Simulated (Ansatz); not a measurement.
The system is Bi2Te2Se.

```xyz
5
Lattice="2.1610 1.2476 10.5856 -2.1610 1.2476 10.5856 0.0000 -2.4953 10.5856" Properties=species:S:1:pos:R:3 pbc="T T T"
Bi    0.0000    0.0000   12.4398
Bi    0.0000    0.0000   19.3169
Te    0.0000    0.0000   24.7831
Te    0.0000    0.0000    6.9736
Se    0.0000    0.0000    0.0000
```

The cell is a database's computed one.

Base run:

```yaml
Program: Ansatz 0.2.0
Functional: r2SCAN
Potentials_or_basis: Ansatz PAW
Cutoff: 500 eV
Density_cutoff: 2000 eV
k_mesh: 7 × 7 × 7
Occupations: fermi-dirac, width 0.05 eV
Spin: no spin polarisation
```

Its results: band gap on the k mesh 0.73 eV, direct; pressure 0.0 GPa; largest force 0.056 eV/Å.

**Question.** The run is repeated on the same cell with these changes: functional from r2SCAN to PBEsol; cutoff from 500 eV to 420 eV; density cutoff from 2000 eV to 1680 eV. What comes out?

**Answer.** Band gap on the k mesh 0.41 eV, direct; pressure -1.5 GPa; largest force 0.050 eV/Å.

r2SCAN gives the wider gap, since meta-GGAs in the generalised Kohn-Sham scheme recover part of the derivative discontinuity.

Caveats: spin-orbit coupling is left out, which as a rule narrows the gap of such compounds by several tenths of an eV; the PAW data sets come from PBE, with cores solved anew for the run's functional, which leaves a small shift of forces and pressure.

Not every run made on this cell is shown here.
